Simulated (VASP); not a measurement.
La2O3:

```xyz
5
Lattice="3.9308 0.0000 0.0000 -1.9654 3.4042 0.0000 0.0000 0.0000 6.1120" Properties=species:S:1:pos:R:3 pbc="T T T"
La    0.0000    2.2694    1.5050
La    1.9654    1.1347    4.6070
O     0.0000    0.0000    0.0000
O     0.0000    2.2694    3.9477
O     1.9654    1.1347    2.1643
```

The cell is a database's computed one.

Base run:

- Program: VASP 6.6.1
- Functional: r2SCAN
- Potentials or basis: VASP PAW PBE potentials, release 64 (La, O)
- Cutoff: 520 eV
- k mesh: 8 × 8 × 6
- Occupations: gaussian, width 0.02 eV
- Spin: no spin polarisation

Its results: band gap on the k mesh 4.28 eV, indirect (least direct gap 4.47 eV); pressure 0.2 GPa; largest force 0.020 eV/Å.

Problem. The run is repeated on the same cell with these changes: functional from r2SCAN to PBE. What comes out?

Solution. Band gap on the k mesh 3.86 eV, indirect (least direct gap 4.07 eV); pressure 1.6 GPa; largest force 0.011 eV/Å.

r2SCAN gives the wider gap, since meta-GGAs in the generalised Kohn-Sham scheme recover part of the derivative discontinuity.

Caveats: spin-orbit coupling is left out, which moves the levels of the heavy elements; the PAW data sets were made with another functional, which shifts forces and pressure a little (some runs).

Not every run made on this cell is shown here.
